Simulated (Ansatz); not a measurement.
The system is BaTiO3.

```xyz
5
Lattice="3.9998 0.0000 0.0000 0.0000 3.9998 0.0000 0.0000 0.0000 4.0180" Properties=species:S:1:pos:R:3 pbc="T T T"
Ba    0.0000    0.0000    0.0000
Ti    1.9999    1.9999    1.9688
O     0.0000    1.9999    2.0773
O     1.9999    0.0000    2.0773
O     1.9999    1.9999    0.0763
```

- Program: Ansatz 0.2.0
- Task: relaxation of cell and atoms
- Functional: RPBE
- Dispersion: D4
- Potentials or basis: Ansatz PAW
- Cutoff: 420 eV (not typed: the program's choice for these potentials)
- k mesh: 7 × 7 × 7
- Occupations: fermi-dirac, width 0.05 eV
- Spin: no spin polarisation

At the start: volume 12.86 Å³/atom.

**Question.** How do energy, volume and symmetry change on relaxing?

**Answer.** It ends after 12 steps and the volume is 13.21 Å³/atom (+2.7 %); space group P4mm (No. 99, to 0.05 Å).

The path:
| step | energy change (eV) | largest force (eV/Å) | volume (Å³) |
| --- | --- | --- | --- |
| 1 | 0.0000 | 0.3361 | 64.28 |
| 2 | -0.0041 | 0.2835 | 64.81 |
| 3 | -0.0060 | 0.2582 | 64.81 |
| 4 | -0.0149 | 0.1538 | 64.91 |
| 5 | -0.0216 | 0.0570 | 65.87 |
| 6 | -0.0229 | 0.0321 | 65.70 |
| 7 | -0.0228 | 0.0094 | 65.76 |
| 8 | -0.0293 | 0.0092 | 65.76 |
| 9 | -0.0289 | 0.0442 | 66.03 |
| 10 | -0.0289 | 0.0297 | 66.07 |
| 11 | -0.0290 | 0.0005 | 66.03 |
| 12 | -0.0299 | 0.0004 | 66.03 |

Final structure:
```yaml
crystal:
  lattice:
    - [3.97753, 0.00000, 0.00000]
    - [0.00000, 3.97753, 0.00000]
    - [0.00000, 0.00000, 4.17374]
  atoms:
    - { symbol: Ba, position: [0.00000, 0.00000, 0.99024] }
    - { symbol: Ti, position: [0.50000, 0.50000, 0.47343] }
    - { symbol: O, position: [0.00000, 0.50000, 0.52022] }
    - { symbol: O, position: [0.50000, 0.00000, 0.52022] }
    - { symbol: O, position: [0.50000, 0.50000, 0.03888] }
```

Caveat: the plane-wave basis is chosen anew once the cell has moved, so the energies of steps on either side of that aren't comparable; the pressure holds a Pulay correction of +0.5 GPa for the finite cutoff; the PAW data sets come from PBE, with cores solved anew for the run's functional, which leaves a small shift of forces and pressure.
